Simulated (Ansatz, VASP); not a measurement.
## Pb in VASP and in Ansatz

File INCAR:

```
SYSTEM = Pb
ALGO = Normal ; EDIFF = 1E-6
ENCUT = 520 ; GGA = PE
ISIF = 2 ; ISMEAR = 0
LASPH = .True. ; LCHARG = .False.
LREAL = .False. ; LWAVE = .False.
NBANDS = 21 ; NELM = 100
PREC = Accurate ; SIGMA = 0.1
```

Contents of KPOINTS:

```
k-points
0
Gamma
  12 12 6
  0 0 0
```

File POSCAR:

```
Pb
1.0
    3.5737171092     -0.0012528002      0.0803532159
   -1.7879435114      3.0943205573      0.0803741522
    0.1290731000      0.2236000000      5.9025928000
Pb
2
Direct
    0.3383104898      0.6616895102      0.2500000000
    0.6616895102      0.3383104898      0.7500000000
```

Input for Ansatz:

```yaml
crystal:
  lattice:
    - [3.5737171092, -0.0012528002, 0.0803532159]
    - [-1.7879435114, 3.0943205573, 0.0803741522]
    - [0.1290731, 0.2236, 5.9025928]
  atoms:
    - { symbol: Pb, position: [0.3383104898, 0.6616895102, 0.25] }
    - { symbol: Pb, position: [0.6616895102, 0.3383104898, 0.75] }
basis:
  ecutwfc: 420
kpoints:
  mp_grid: { grid: [12, 12, 6] }
hamiltonian:
  xc: pbe
scf:
  occupations: { method: gaussian, width: 0.1 }
output:
  forces: true
  stress: true
  eigenvalues: true
```

Alike in both runs: task single point; functional PBE; k mesh 12 × 12 × 6; occupations gaussian, width 0.1 eV; no spin polarisation.

|  | VASP | Ansatz |
| --- | --- | --- |
| version | VASP 6.6.1 | Ansatz 0.2.0 |
| potentials or method | VASP PAW PBE potentials, release 64 (Pb_d) | scalar-relativistic, plane waves, PAW |
| plane-wave cutoff (eV) | 520 | 420 |
| valence electrons in the cell | 28 | 28 |

|  | VASP | Ansatz | Ansatz less VASP |
| --- | --- | --- | --- |
| gap on the k mesh at the Fermi level (eV) | none | none | - |
| pressure (GPa) | -0.8 | -0.8 | +0.04 |
| largest component of the traceless stress (GPa) | 0.35 | 0.35 | 0.000 |

A gap of «none» marks a metal or a gap that the smearing closes. Ansatz warned: «near_symmetry_operations_not_taken».

Spin-orbit coupling is left out, which matters for the levels of Pb.
